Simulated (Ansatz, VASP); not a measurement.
# Nb in VASP and in Ansatz

Contents of INCAR:

```
ALGO = Normal
EDIFF = 1E-6
ENCUT = 520
ISIF = 2
ISMEAR = -1
LASPH = T
LCHARG = F
LREAL = F
LWAVE = F
NBANDS = 12
NELM = 100
PREC = Accurate
SIGMA = 0.02
```

The input KPOINTS:

```
k-points
0
Gamma
  11 11 11
```

POSCAR

```
Nb
1.0
    2.9910616800      0.0000000000      0.0000000000
    1.4955308400      2.5903353992      0.0000000000
    1.4955308400      0.8634451331      2.4421916351
Nb
1
Direct
    0.0000000000      0.0000000000      0.0000000000
```

File input.yaml:

```yaml
crystal:
  lattice:
    - [2.99106168, 0.0, 0.0]
    - [1.49553084, 2.5903353992, 0.0]
    - [1.49553084, 0.8634451331, 2.4421916351]
  atoms:
    - { symbol: Nb, position: [0.0, 0.0, 0.0] }
hamiltonian:
  xc: lda
  pseudopotentials: { kind: paw }
kpoints:
  mp_grid: { grid: [11, 11, 11] }
  band_path:
    path:
      - [[0.0, 0.0, 0.0], [0.5, 0.0, 0.5], [0.5, 0.25, 0.75], [0.375, 0.375, 0.75], [0.0, 0.0, 0.0], [0.5, 0.5, 0.5], [0.625, 0.25, 0.625], [0.5, 0.25, 0.75], [0.5, 0.5, 0.5], [0.375, 0.375, 0.75]]
      - [[0.625, 0.25, 0.625], [0.5, 0.0, 0.5]]
    npoints: 14
scf:
  occupations: { method: fermi_dirac, width: 0.02 }
  n_extra_bands: 6
output:
  forces: true
  stress: true
  eigenvalues: true
  fatbands: true
```

Alike in both runs: functional LDA; k mesh 11 × 11 × 11; occupations fermi-dirac, width 0.02 eV; no spin polarisation.

|  | VASP | Ansatz |
| --- | --- | --- |
| version | VASP 6.6.1 | Ansatz 0.2.0 |
| potentials or method | VASP PAW LDA potentials, release 64 (Nb_sv) | Ansatz PAW |
| plane-wave cutoff (eV) | 520 | 420 |
| valence electrons in the cell | 13 | 13 |
| task | single point | band structure |

|  | VASP | Ansatz | Ansatz less VASP |
| --- | --- | --- | --- |
| gap on the k mesh at the Fermi level (eV) | none | none | - |
| pressure (GPa) | -11.1 | -11.0 | +0.10 |

A gap of «none» marks a metal or a gap that the smearing closes.

Caveats: the PAW data sets come from PBE, with cores solved anew for the run's functional, which leaves a small shift of forces and pressure (Ansatz).
